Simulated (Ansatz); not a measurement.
Runs of Ansatz 0.2.0 on HfN. Symmetry: Fm-3m, No. 225, cubic system. Conventional cell: a = 4.512 Å, b = 4.512 Å, c = 4.512 Å, α = 90.00°, β = 90.00°, γ = 90.00°. Around Hf (site symmetry m-3m) lie 6 N at 2.26 Å. Around N (site symmetry m-3m) lie 6 Hf at 2.26 Å. 

| task | level | spin | cell | k mesh | smearing | points for each segment of the path | gap on the mesh (eV) | pressure (GPa) |
| --- | --- | --- | --- | --- | --- | --- | --- | --- |
| band structure | LDA | off | as given | 10 × 10 × 10 | fermi-dirac 0.05 eV | 14 | none | -8.3 |
| band structure | PBE | SOC, no magnetisation | as given | 7 × 7 × 7 | fermi-dirac 0.05 eV | 14 | none | (a) |
| single point | PBE | off | as given | 10 × 10 × 10 | gaussian 0.011 eV | - | none | 6.6 |
| band structure | PBE | off | as given | 10 × 10 × 10 | fermi-dirac 0.05 eV | 14 | none | 6.6 |
| relaxation of cell and atoms | PBE | off | relaxed | 10 × 10 × 10 | fermi-dirac 0.05 eV | - | - | 0.0 |

Alike in all rows: potentials or basis Ansatz PAW; cutoff (eV) 420.

Problem. Estimate the missing entries.

Solution. (a) 6.4.

Caveats: spin-orbit coupling is left out, which moves the levels of the heavy elements (some runs); the PAW data sets come from PBE, with cores solved anew for the run's functional, which leaves a small shift of forces and pressure (some runs); the plane-wave basis is chosen anew once the cell has moved, so the energies of steps on either side of that aren't comparable (some runs).

A k mesh can miss the band edges, and rows without SOC leave out spin-orbit coupling on Hf.

A gap of «none» marks a metal or a gap under the smearing width.
